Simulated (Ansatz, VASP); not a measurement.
**One calculation of Pb, two programs**

Contents of INCAR:

```
SYSTEM = Pb
ALGO = Normal
EDIFF = 1E-6
ENCUT = 520
GGA = PE
ISIF = 2
ISMEAR = -1
LASPH = .True.
LCHARG = .True.
LELF = .True.
LREAL = .False.
LVHAR = .True.
LWAVE = .False.
NBANDS = 21
NELM = 80
PREC = Accurate
SIGMA = 0.05
```

KPOINTS

```
k-points
0
Gamma
  12 12 7
  0 0 0
```

The input POSCAR:

```
Pb
1.0
    3.4800006906      0.0000000000      0.0000000000
   -1.7400003453      3.0137690032      0.0000000000
    0.0000000000      0.0000000000      5.5900000000
Pb
2
Direct
    0.3333333333      0.6666666667      0.2500000000
    0.6666666667      0.3333333333      0.7500000000
```

Input for Ansatz:

```yaml
crystal:
  lattice:
    - [3.4800006906, 0.0, 0.0]
    - [-1.7400003453, 3.0137690032, 0.0]
    - [0.0, 0.0, 5.59]
  atoms:
    - { symbol: Pb, position: [0.3333333333, 0.6666666667, 0.25] }
    - { symbol: Pb, position: [0.6666666667, 0.3333333333, 0.75] }
kpoints:
  mp_grid: { grid: [12, 12, 7] }
  band_path:
    path:
      - [0.0, 0.0, 0.0]
      - [0.5, 0.0, 0.0]
      - [0.3333333333, 0.3333333333, 0.0]
      - [0.0, 0.0, 0.0]
      - [0.0, 0.0, 0.5]
      - [0.5, 0.0, 0.5]
      - [0.3333333333, 0.3333333333, 0.5]
      - [0.0, 0.0, 0.5]
      - [0.5, 0.0, 0.5]
    npoints: 14
scf:
  occupations: { method: fermi_dirac, width: 0.05 }
hamiltonian:
  xc: pbe
  pseudopotentials: { kind: all_electron, lapw: { basis_error: 0.0005 } }
output:
  forces: true
  stress: true
  eigenvalues: true
  populations: true
  dos: { projected: true, de: 0.2, e_range: [-14, 8] }
```

This isn't the form of Pb at room conditions, which is fcc.

Alike in both runs: task single point; functional PBE; k mesh 12 × 12 × 7; occupations fermi-dirac, width 0.05 eV; no spin polarisation.

|  | VASP | Ansatz |
| --- | --- | --- |
| version | VASP 6.6.1 | Ansatz 0.2.0 |
| potentials or method | VASP PAW PBE potentials, release 64 (Pb_d) | all-electron LAPW, scalar-relativistic |
| plane-wave cutoff (eV) | 520 | see its input |

|  | VASP | Ansatz | Ansatz less VASP |
| --- | --- | --- | --- |
| pressure (GPa) | 3.9 | 4.0 | +0.07 |
| largest component of the traceless stress (GPa) | 0.15 | 0.12 | -0.027 |

Ansatz ran all-electron here, so the differences hold the error of VASP's frozen core and of both bases.

Spin-orbit coupling is left out, which matters for the levels of Pb.
